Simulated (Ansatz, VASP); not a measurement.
# GeBr2: VASP beside Ansatz, part 3 of 3

One calculation is typed for both programs; each brings its own data sets and cutoff. How far apart do they land? The cell is generated by rule, not measured, and may not be a known phase. The cell is taken from a series of VASP runs on this material, whose earlier steps may have relaxed, scaled or displaced it; both programs get it as it stands.

VASP 6.6.1 and Ansatz 0.2.0.

So far: Starting point; VASP: zone-centre phonons, PBE; Ansatz: zone-centre phonons, PBE; Differences.

## 5. VASP: band structure, HSE06

Level of this step: HSE06; plane waves and PAW (Ge_d, Br); invented cell (VASP).

Levels along a path test the potential and the projectors away from the mesh points.

The run reads the wave functions of an earlier VASP run, which isn't shown here.

Contents of INCAR:

```
SYSTEM = GeBr2
PREC = Accurate
ENCUT = 410
EDIFF = 1E-06
NELM = 100
ISMEAR = 0
SIGMA = 0.02
LREAL = .FALSE.
ALGO = Normal
LHFCALC = .TRUE.
AEXX = 0.25
GGA = PE
HFSCREEN = 0.2
LASPH = .TRUE.
NBANDS = 20
PRECFOCK = Fast
LORBIT = 11
LWAVE = .FALSE.
LCHARG = .FALSE.
KPAR = 4
ISIF = 2
```

Contents of POSCAR:

```
GeBr2
1.0
    0.0000000000      3.2303900000      3.2303900000
    3.2303900000      0.0000000000      3.2303900000
    3.2303900000      3.2303900000      0.0000000000
Ge Br
1 2
Direct
    0.0000000000      0.0000000000      0.0000000000
    0.2500000000      0.2500000000      0.2500000000
    0.7500000000      0.7500000000      0.7500000000
```

Contents of KPOINTS:

```
Automatic mesh
0
Gamma
4 4 4
0 0 0
```

Contents of KPOINTS_OPT:

```
Line mode
8
Line-mode
Reciprocal
  0.00000000   0.00000000   0.00000000 GAMMA
  0.50000000   0.00000000   0.50000000 X

  0.50000000   0.00000000   0.50000000 X
  0.50000000   0.25000000   0.75000000 W

  0.50000000   0.25000000   0.75000000 W
  0.37500000   0.37500000   0.75000000 K

  0.37500000   0.37500000   0.75000000 K
  0.00000000   0.00000000   0.00000000 GAMMA

  0.00000000   0.00000000   0.00000000 GAMMA
  0.50000000   0.50000000   0.50000000 L

  0.50000000   0.50000000   0.50000000 L
  0.62500000   0.25000000   0.62500000 U

  0.62500000   0.25000000   0.62500000 U
  0.50000000   0.25000000   0.75000000 W

  0.50000000   0.25000000   0.75000000 W
  0.50000000   0.50000000   0.50000000 L

  0.50000000   0.50000000   0.50000000 L
  0.37500000   0.37500000   0.75000000 K

  0.62500000   0.25000000   0.62500000 U
  0.50000000   0.00000000   0.50000000 X
```

Potentials, in the order of the species: Ge_d and Br (PBE family, release 64).

Command:

```console
$ mpirun -np 4 vasp_std
```

Numbers of over 12 decimals in the logs are rounded to 6 here.

The program printed:

```text
[banner, memory and clock lines left out]
running    4 mpi-ranks, on    1 nodes
[...]
LDA part: xc-table for (Slater+PW92), standard interpolation
 found WAVECAR, reading the header
 POSCAR, INCAR and KPOINTS ok, starting setup
[...]
reading WAVECAR
 the WAVECAR file was read successfully
 initial charge from wavefunction
 entering main loop
       N       E                     dE             d eps       ncg     rms          rms(c)
DAV:   1    -0.103928051639E+02   -0.10393E+02   -0.82232E-01   360   0.113E+01    0.973E-01
DAV:   2    -0.103920838627E+02    0.72130E-03   -0.43260E-02   324   0.180E+00    0.805E-01
DAV:   3    -0.103871325859E+02    0.49513E-02   -0.63540E-03   372   0.805E-01    0.473E-01
DAV:   4    -0.103863195081E+02    0.81308E-03   -0.26290E-03   340   0.411E-01    0.298E-01
[...]
DAV:   8    -0.103860753126E+02    0.74213E-05   -0.48229E-06   340   0.172E-02    0.337E-02
DAV:   9    -0.103860727529E+02    0.25597E-05   -0.13496E-06   252   0.901E-03    0.191E-02
DAV:  10    -0.103860719801E+02    0.77274E-06   -0.47523E-07   184   0.561E-03
   1 F= -.10386072E+02 E0= -.10386072E+02  d E =-.160454E-33
 Start KPOINTS_OPT (optional k-point list driver)
k-point batch [1-8\80]
       N       E                     dE             ncg
DAV:   1    -0.379702150430E+03   -0.36252E+04      400
DAV:   2    -0.209206933699E+04   -0.17124E+04      352
DAV:   3    -0.235249174406E+04   -0.26042E+03      356
DAV:   4    -0.236499699115E+04   -0.12505E+02      352
DAV:   5    -0.236525305189E+04   -0.25606E+00      376
DAV:   6    -0.236525905232E+04   -0.60004E-02      372
DAV:   7    -0.236525925087E+04   -0.19855E-03      392
DAV:   8    -0.236525925826E+04   -0.73823E-05      332
DAV:   9    -0.236525925849E+04   -0.23786E-06      200
[...]
k-point batch [73-80\80]
       N       E                     dE             ncg
DAV:   1    -0.404993617841E+03   -0.70785E+04      396
DAV:   2    -0.209628455287E+04   -0.16913E+04      356
DAV:   3    -0.235439364603E+04   -0.25811E+03      372
DAV:   4    -0.236709170297E+04   -0.12698E+02      392
DAV:   5    -0.236734922245E+04   -0.25752E+00      396
DAV:   6    -0.236735511238E+04   -0.58899E-02      396
DAV:   7    -0.236735532180E+04   -0.20941E-03      440
DAV:   8    -0.236735532861E+04   -0.68156E-05      364
DAV:   9    -0.236735532894E+04   -0.32598E-06      244
```

From OUTCAR (step 5):

```text
  Total        5.8646563      5.8646563      5.8646563     -0.0000000      0.0000000     -0.0000000
  in kB      139.3664647    139.3664647    139.3664647     -0.0000000      0.0000000     -0.0000000
  external PRESSURE =     139.3664647 kB  Pullay stress =       0.0000000 kB

 POSITION                                       TOTAL-FORCE (eV/Angst)
 -----------------------------------------------------------------------------------
      0.00000      0.00000      0.00000        -0.000000      0.000000      0.000000
      1.61519      1.61519      1.61519        -0.000000     -0.000000      0.000000
      4.84558      4.84558      4.84558         0.000000      0.000000     -0.000000
 -----------------------------------------------------------------------------------
    total drift:                               -0.000001     -0.000002      0.000003

  FREE ENERGIE OF THE ION-ELECTRON SYSTEM (eV)
  ---------------------------------------------------
  free  energy   TOTEN  =       -10.3860719801 eV

  energy  without entropy=      -10.3860719801  energy(sigma->0) =      -10.38607198

[... 1 part as in an earlier step ...]

[... 2 further parts left out ...]
[key lines of the parts left out:]
E-fermi :   3.7075
```

The run ends at a pressure of 13.94 GPa.

## 6. Ansatz: band structure, HSE06

The same cell, functional, mesh and smearing now go to Ansatz, which takes its cutoff from its data sets.

The cell is taken from a series of VASP runs on this material, whose earlier steps may have relaxed, scaled or displaced it; both programs get it as it stands.

Contents of input.yaml:

```yaml
crystal:
  lattice:
    - [0.0, 3.23039, 3.23039]
    - [3.23039, 0.0, 3.23039]
    - [3.23039, 3.23039, 0.0]
  atoms:
    - { symbol: Ge, position: [0.0, 0.0, 0.0] }
    - { symbol: Br, position: [0.25, 0.25, 0.25] }
    - { symbol: Br, position: [0.75, 0.75, 0.75] }
hamiltonian:
  xc: { exchange: pbe, correlation: pbe, exx: { coeff: 0.25, omega: 0.2 } }
  pseudopotentials: { kind: paw }
kpoints:
  mp_grid: { grid: [4, 4, 4] }
  band_path:
    path:
      - [0.0, 0.0, 0.0]
      - [0.21429, 0.0, 0.21429]
      - [0.5, 0.0, 0.5]
      - [0.5, 0.21429, 0.71429]
      - [0.41071, 0.33929, 0.75]
      - [0.16071, 0.16071, 0.32143]
      - [0.21429, 0.21429, 0.21429]
      - [0.5, 0.5, 0.5]
      - [0.55357, 0.39286, 0.55357]
      - [0.58929, 0.25, 0.66071]
      - [0.5, 0.28571, 0.71429]
      - [0.5, 0.5, 0.5]
      - [0.375, 0.375, 0.75]
      - [0.5, 0.0, 0.5]
    npoints: 1
scf:
  occupations: { method: gaussian, width: 0.02 }
  n_extra_bands: 7
output:
  forces: true
  stress: true
  eigenvalues: true
```

Command:

```console
$ ansatz run input.yaml --threads 4 --pin off --max-ram 9216MiB --backend cpu --events-out ev --progress --plain --runs-dir out
```

The program printed:

```text
[...]
--- Band table (eV; the first three rows and the last of 8) ---
  k-point 0: bands = [... 10 lower, 2.3552, 4.2459, 4.2459, 4.2459, 9.1557, 9.1557, 9.1557, 14.0243, ... 3 higher]
  k-point 1: bands = [... 10 lower, 2.3754, 3.8016, 3.8016, 6.0201, 9.9899, 9.9899, 10.2248, 15.4962, ... 3 higher]
  k-point 2: bands = [... 10 lower, 2.5562, 3.3040, 3.3040, 6.6714, 11.3080, 11.3080, 12.7105, 14.9620, ... 3 higher]
  k-point 7: bands = [... 10 lower, 2.6256, 5.2935, 5.9902, 6.1509, 10.8446, 11.7689, 11.7689, 15.5272, ... 3 higher]
[key lines of the parts left out:]
Free energy (F): -9866.232090 eV
Fermi energy:    7.776258 eV
P = ⅓ Tr σ = 14.1079 GPa (141.079 kbar)
```

It took 26 s on 4 threads of Arm Neoverse V1, shared host; peak memory 0.8 GiB.

## 7. Differences

What differs besides the data sets and the points named for the pairs above, as far as they apply: exact exchange at q = 0 is treated differently, which shows on coarse meshes; VASP keeps PBE cores, Ansatz makes them for the functional; VASP takes a coarser grid for exact exchange (PRECFOCK = Fast). Total energies have different zeros and are not compared.

Compared:

```
                                        quantity  Ansatz   VASP  difference
                                  pressure (GPa)   14.11  13.94       +0.17
pressure without Ansatz's Pulay correction (GPa)   14.03  13.94       +0.10
                   gap over the path points (eV)   2.135  2.139      -0.003
```

Levels at points of the path, from each program's valence-band top (eV; 4 filled, then empty):

```
k (reciprocal lattice)                                  Ansatz                                    VASP
     0.000 0.000 0.000  -4.32 -2.43 -2.43 -2.43 2.48 2.48 2.48  -4.31 -2.42 -2.42 -2.42 2.49 2.49 2.49
     0.214 0.000 0.214  -3.00 -1.99 -1.75 -1.75 2.13 3.90 3.90  -3.00 -1.99 -1.74 -1.74 2.14 3.90 3.90
     0.500 0.000 0.500  -2.29 -0.91 -0.91 -0.26 3.17 5.96 5.96  -2.28 -0.91 -0.91 -0.26 3.16 5.96 5.96
     0.500 0.214 0.714  -3.51 -1.43 -0.71 -0.49 4.25 4.83 5.33  -3.51 -1.42 -0.71 -0.49 4.26 4.83 5.33
     0.411 0.339 0.750  -2.65 -1.44 -1.33 -0.48 4.65 4.75 5.30  -2.65 -1.43 -1.33 -0.48 4.66 4.74 5.30
     0.161 0.161 0.321  -3.73 -3.59 -1.64 -1.01 3.02 3.28 4.08  -3.73 -3.59 -1.64 -1.00 3.03 3.28 4.09
     0.214 0.214 0.214  -4.34 -2.77 -2.77 -0.87 3.10 3.10 3.19  -4.34 -2.77 -2.77 -0.87 3.11 3.11 3.19
     0.500 0.500 0.500   -4.12 -3.37 -3.37 0.00 4.64 4.64 6.04   -4.12 -3.37 -3.37 0.00 4.64 4.64 6.04
     0.554 0.393 0.554  -3.72 -2.67 -1.98 -0.41 4.69 4.74 5.66  -3.72 -2.67 -1.98 -0.41 4.70 4.74 5.66
     0.589 0.250 0.661  -2.65 -1.44 -1.33 -0.48 4.65 4.75 5.30  -2.65 -1.43 -1.33 -0.48 4.66 4.74 5.30
```

Among the levels compared at these points, filled levels agree within 5 meV and empty ones within 9 meV. Ansatz's pressure holds a Pulay correction of 0.07 GPa; VASP's holds none.

## 8. What came out

```yaml
r_m_s_difference_of_the_optical_zone_centre_modes_each_program_s_sorted_by_frequency_zone_centre_phonons_pbe: 0.94 cm⁻¹
difference_in_optical_mode_1_to_3_zone_centre_phonons_pbe: -1.3 %
difference_in_gap_over_the_path_points_band_structure_hse06: -0.0031 eV
```

**Reading.** The difference in gap over the path points is -0.0031 eV (band structure, HSE06), within the 0.08 eV picked in this series as the mark of a large difference. Among the rows given in per cent, the largest difference of the zone-centre phonons, PBE pair is in optical mode 1 to 3, -1.3 %. Such differences can come from data sets, numerical settings and the points named under the comparisons, not from the functional's error against experiment.

[Lines on the potential files, build, host, timing and source positions are cut from VASP's logs without a mark.]

[Logs are printed without paths, hosts, clocks, repeated set-up lines and the standing remarks that a program may print on its own settings, such as how far it seeks lower states.]

[Hosts, paths, dates, database ids (printed as entryN), source tags and the programs' standing remarks are cut or masked in the printed files.]
